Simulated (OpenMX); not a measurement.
Something may be wrong with this OpenMX 3.8.5 calculation of AlCo.

Contents of AlCo.dat:

```
System.CurrrentDirectory             ./
System.Name                          AlCo
DATA.PATH                            ./DFT_DATA13
level.of.stdout                      1
level.of.fileout                     0
Species.Number                       2
<Definition.of.Atomic.Species
  Co  Co6.0S-s3p2d1          Co_PBE13S
  Al  Al7.0-s2p2d1           Al_PBE13
Definition.of.Atomic.Species>

Atoms.Number                         2
Atoms.SpeciesAndCoordinates.Unit     FRAC
<Atoms.SpeciesAndCoordinates
    1  Co    0.5156990000    0.5390170000    0.4920950000   6.480  8.520
    2  Al    0.0037760000   -0.0261370000    0.0449490000   1.500  1.500
Atoms.SpeciesAndCoordinates>

Atoms.UnitVectors.Unit               Ang
<Atoms.UnitVectors
     2.8194032100    0.0000000000    0.0000000000
     0.0000000000    2.8194032100    0.0000000000
     0.0000000000    0.0000000000    2.8194032100
Atoms.UnitVectors>

scf.XcType                           SCAN
scf.SpinPolarization                 on
scf.ElectronicTemperature            580.226
scf.energycutoff                     500.0
scf.maxIter                          100
scf.EigenvalueSolver                 band
scf.Kgrid                            9 9 9
scf.Mixing.Type                      rmm-diisk
scf.Init.Mixing.Weight               0.01
scf.Min.Mixing.Weight                0.001
scf.Max.Mixing.Weight                0.2
scf.Mixing.History                   40
scf.Mixing.StartPulay                15
scf.criterion                        1.0e-8
scf.dftD                             on
version.dftD                         2
DFTD.IntDirection                    1 1 1
MD.Type                              nomd
Dos.fileout                          on
Dos.Erange                           -25.0 15.0
Dos.Kgrid                            12 12 12
```

Potentials or basis: OpenMX 2013 PBE set, Co6.0S-s3p2d1, Al7.0-s2p2d1, grid cutoff 500 Ry.

Command:

```bash
$ openmx AlCo.dat -nt 1 > AlCo.std
```

AlCo.std:

```text
*******************************************************
 Welcome to OpenMX   Ver. 3.8.5
 Copyright (C), 2002-2014, T. Ozaki
 OpenMX comes with ABSOLUTELY NO WARRANTY.
 This is free software, and you are welcome to
 redistribute it under the constitution of the GNU-GPL.
*******************************************************

ERROR key=scf.XcType

SpinP_switch should be OFF for this exchange functional.
```

Q: Diagnose the run.

A: The input was rejected before any iteration. The input holds a flaw that was put in on purpose: functional word that the program does not know (scf.XcType = SCAN; scf.maxIter = 100).
